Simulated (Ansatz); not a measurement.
# ZnSe: pressure against volume scale

All results are calculated (Ansatz 0.2.0). Periodic Kohn-Sham DFT of a crystal at fixed atoms, scaled to volume_scale times the given cell; pressure positive in compression, energy less spherical unpolarised free atoms, largest_vzz the field gradient of largest size among the nuclei.

The cell before it is scaled or strained (space group F-43m, No. 216):
```
CELL_PARAMETERS angstrom
0.00000 2.83380 2.83380
2.83380 0.00000 2.83380
2.83380 2.83380 0.00000
ATOMIC_POSITIONS crystal
Zn 0.00000 0.00000 0.00000
Se 0.75000 0.75000 0.75000
```

Settings of every row: method frozen-core PAW; functional LDA; relativity scalar; k mesh 8x8x8; filling fermi-dirac; smearing width 0.03 eV; wave cutoff 420 eV; paw set soft_2.

Atom start moment: 0 on all atoms.

Limits: PAW files made with PBE.

| row | volume scale | V (Å³/atom) | pressure (GPa) |
| --- | --- | --- | --- |
| 1 | 0.94 | 21.391 | 0.613 |
| 2 | 0.9405 | 21.403 | 0.574 |
| 3 | 0.97 | 22.074 | -1.566 |
| 4 | 0.98 | 22.301 | -2.212 |
| 5 | 1 | 22.757 | -3.395 |
| 6 | 1.01 | 22.984 | -3.936 |
| 7 | 1.03 | 23.439 | ? |
| 8 | 1.04 | 23.667 | -5.381 |

Question: what pressure should row 7 give?

Worked fit of pressure. Take u = (V_r/V)^(2/3) − 1 with V_r = 22.301 Å³ an atom, which is twice the finite (Eulerian) strain; such expansions in the strain, on which the Birch-Murnaghan equation of state is built, carry the rest volume and the bulk modulus. The shown rows have u = 0.02816, 0.02778, 0.00684, 0, -0.0134, -0.01991, -0.03886. Least squares give pressure = −2.2106 + 92.17 × u + 282.11 × u² + 249 × u³ GPa; a parabola predicts inner rows, each left out in turn, worse (root mean square 0.0033 against 0.0018 GPa). The rows lie off it by -0.001, 0.001, 0.001, -0.001, 0.001, 0.000, 0.000. The pressure vanishes at u = 0.0224, or V = 21.57 Å³ an atom, and there the bulk modulus at fixed shape and fractions is B = −V dP/dV = (2/3)(1 + u) dP/du = 71.7 GPa. The withheld row has u = -0.03264, so the fit gives −2.2106 + 92.17 × (-0.03264) + 282.11 × (-0.03264)² + 249 × (-0.03264)³ = -4.927 GPa.

The calculation gave -4.928 GPa. The fit lies 0.001 GPa (0.017 % of the column's range) above it, one unit of the last digit.
